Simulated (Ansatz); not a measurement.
**Compressing C: a fit and a missing row**

C, P6_3/mmc, a = 2.518 Å, c = 8.305 Å. Ansatz: PBE, PAW, 420 eV, Γ-centred 12×12×4 mesh on 8 atoms, Gaussian smearing 0.02 eV; no spin polarisation. Shape and atoms are relaxed at each volume; pressure is positive in compression.

| V (Å³/atom) | P (GPa) |
| --- | --- |
| 5.016 | ? |
| 5.187 | 48.62 |
| 5.358 | 30.07 |
| 5.529 | 13.98 |
| 5.700 | 0.01 |
| 5.871 | -12.12 |
| 6.042 | -22.64 |
| 6.270 | -34.55 |

Q: Take V0 = 5.700 Å³/atom, count pressures from its P0 = 0.01 GPa, fit the third-order Birch–Murnaghan form to the other rows, and predict the missing pressure.

A: With the Eulerian strain f = ½[(V0/V)^(2/3) − 1] and y = (P − P0)/[3f(1 + 2f)^(5/2)], the form is the line y = B0 + 1.5 B0 (B0′ − 4) f. Rows (f, y): 0.03245, 426.7; 0.02106, 429.2; 0.01026, 431.4; -0.00976, 435.2; -0.01905, 436.7; -0.03078, 438.7. Means f = 0.0006967, y = 432.98; Σ(Δf)² = 0.003004, ΣΔfΔy = -0.5682; the slope is their ratio. y = 433.1 − 189.1 f GPa, so B0 = 433.1 GPa and B0′ = 4 + 2 × (-189.1)/(3 × 433.1) = 3.71. At V = 5.016, f = 0.04448, y = 424.69 and P = 70.14 GPa. The run gave 70.03 GPa, so the fit is 0.11 GPa too high, a small miss on the scale of the series.